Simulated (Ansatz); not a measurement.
A crystal relaxed with r2SCAN in Ansatz 0.2.0 has space group P2_1/c (No. 14) and a = 4.803 Å, b = 4.867 Å, c = 5.040 Å, β = 99.9°.

```tsv
atom	site	x	y	z
Xx	4e	0.2770	0.4455	0.7145
O	4e	0.4463	0.7420	0.9634
O	4e	0.0636	0.3225	0.3521
```

With r2SCAN the valence top lies at Γ and the conduction bottom at Y₂, 2.70 eV higher; the smallest vertical gap, at k = (-1/2, 0, 1/6), is 2.80 eV. With HSE06 the valence top lies at Γ and the conduction bottom at Y₂, 3.84 eV higher; the smallest vertical gap, at Y₂, is 3.96 eV. PBE gives an indirect gap of 2.33 eV, from Γ to Y₂; the least direct gap is 2.44 eV at Y₂. Meshes: r2SCAN 6×6×6, HSE06 4×4×4, PBE 6×6×6. r2SCAN's ε∞ is a tensor with principal values 6.4, 7.0, 7.2.

**Question.** Which element is Xx?
A. Ti
B. Zr
C. Hf
D. Sn

**Answer.** A. Xx is Ti: TiO₂ on the sites of monoclinic HfO2 (relaxed group P2_1/c). Ti has 7 O at 1.86–2.22 Å; O has 4 Ti at 1.99–2.22 Å; O has 3 Ti at 1.86–2.03 Å.

Values at 0 K without nuclear motion; spin polarisation is off, and the phase may be a hypothetical one.

Coordinates of k points refer to the reciprocal vectors of the primitive cell of the runs.

The meshes of the hybrids are coarse, so their gaps aren't converged to the digits shown.

For a response run the program warns that the ground state's bands aren't all converged, so ε∞ carries an extra error.
